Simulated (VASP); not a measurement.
Calculation: PBEsol GGA, VASP's PBE PAW potentials (set 64) (plane waves; VASP 6.6.1). Each cell was relaxed at this level, without spin-orbit coupling.

Which of these comes out without a gap?
(A) InN, P6_3mc (186)
(B) NaBr, Fm-3m (225)
(C) SrF2, Fm-3m (225)
(D) ZnTe, F-43m (216)

A, InN, P6_3mc (186). The others have gaps of 1.24 eV (ZnTe, F-43m (216)), 6.85 eV (SrF2, Fm-3m (225)), 4.07 eV (NaBr, Fm-3m (225)).
